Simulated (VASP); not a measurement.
## From VASP inputs to Ansatz: BN (database structure)

INCAR

```
LREAL = .FALSE.
LWAVE = .FALSE.
ENCUT = 520
EDIFF = 1E-7
NBANDS = 11
ISMEAR = -1
IBRION = -1
GGA = PE
NELM = 120
LASPH = .TRUE.
PREC = Accurate
LCHARG = .FALSE.
ISIF = 2
NSW = 0
SIGMA = 0.02
```

KPOINTS

```
KPOINTS created by Atomic Simulation Environment
0
Gamma
12 12 12
0 0 0
```

KPOINTS_OPT

```
special points
11
Reciprocal
0.0000000000 0.0000000000 0.0000000000 1
-0.3498629863 -0.3498629863 0.3498361305 1
0.3498630853 -0.6501369147 -0.3498746098 1
0.5000000991 -0.4999999009 -0.5000000989 1
0.5000000991 -0.4999999009 -0.0000000992 1
0.3004652424 -0.6995347576 0.1995194411 1
-0.3004651433 -0.3004651433 0.8004420791 1
0.0000000000 0.0000000000 0.4999999998 1
0.0000000495 -0.4999999505 0.4999807601 1
0.3403722137 -0.6596277863 0.1596155330 1
0.3151040000 0.3828120000 0.0234370000 1
```

POSCAR

```
B  N
 1.0000000000000000
     2.4882474396765728    0.0027782320442362   -0.2444864325773463
    -1.2344750659602799    2.1604234412211660    0.2445297637190238
    -0.9249797325444357   -0.9087842203161476    3.3134103186027368
 B   N
   1   1
Cartesian
  1.2477499764759359  2.1502399135894925 -0.0202801550238968
  0.3160519403099788 -0.1995871462252193  3.2087927587083938
```

VASP ran with the recommended PBE PAW datasets (8 valence electrons in the cell).

Task: Write an Ansatz input for this cell and level of theory.

Result: 

```yaml
crystal:
  lattice:
    - [2.4882474397, 0.002778232, -0.2444864326]
    - [-1.234475066, 2.1604234412, 0.2445297637]
    - [-0.9249797325, -0.9087842203, 3.3134103186]
  atoms:
    - { symbol: B, position: [0.9910320811, 0.9914197586, -0.0061621998] }
    - { symbol: "N", position: [0.6571169189, 0.3244642414, 0.9929671998] }
kpoints:
  mp_grid: { grid: [12, 12, 12] }
  band_path:
    path:
      - [0.0, 0.0, 0.0]
      - [-0.3498629863, -0.3498629863, 0.3498361305]
      - [0.3498630853, -0.6501369147, -0.3498746098]
      - [0.5000000991, -0.4999999009, -0.5000000989]
      - [0.5000000991, -0.4999999009, -9.92e-08]
      - [0.3004652424, -0.6995347576, 0.1995194411]
      - [-0.3004651433, -0.3004651433, 0.8004420791]
      - [0.0, 0.0, 0.4999999998]
      - [4.95e-08, -0.4999999505, 0.4999807601]
      - [0.3403722137, -0.6596277863, 0.159615533]
      - [0.315104, 0.382812, 0.023437]
    npoints: 1
hamiltonian:
  xc: pbe
scf:
  occupations: { method: fermi_dirac, width: 0.02 }
  n_extra_bands: 4
output:
  forces: true
  stress: true
  eigenvalues: true
  write_density: true
  write_potential: true
  elf: true
  volumetric_format: npy
```

Other inputs would serve too.

```tsv
	VASP	Ansatz
gap between bands v and c	4.13 eV	4.13 eV
least direct gap	4.70 eV	4.71 eV
pressure	4.7 GPa	4.7 GPa
```

Datasets and cutoffs are each program's own. VASP's cell holds 8 valence electrons and Ansatz's 8. Ansatz's stress includes a Pulay correction; VASP's doesn't.
